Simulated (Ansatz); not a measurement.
Crystal: AlN.

```
CELL_PARAMETERS angstrom
3.11300 0.00000 0.00000
-1.55650 2.69594 0.00000
0.00000 0.00000 4.98100
ATOMIC_POSITIONS crystal
Al 0.66667 0.33333 0.50000
Al 0.33333 0.66667 0.00000
N 0.66667 0.33333 0.88000
N 0.33333 0.66667 0.38000
```

Base run:

| Quantity | Value |
| --- | --- |
| Program | Ansatz 0.2.0 |
| Functional | PBEsol |
| Potentials or basis | all-electron LAPW, scalar-relativistic |
| Cutoff | 346 eV |
| Density cutoff | 1383 eV |
| Basis error allowed | 0.002 eV/atom |
| k mesh | 10 × 10 × 6 |
| Occupations | fermi-dirac, width 0.05 eV |
| Spin | no spin polarisation |

Its results: band gap on the k mesh 4.14 eV, direct; pressure 0.1 GPa; largest force 0.130 eV/Å.

Question: The run is repeated on the same cell with these changes: functional from PBEsol to PBE. What comes out?

Answer: Band gap on the k mesh 4.22 eV, direct; pressure 3.6 GPa; largest force 0.129 eV/Å.

PBE binds less tightly than PBEsol, so the same cell stands under more pressure.

Not every run made on this cell is shown here.
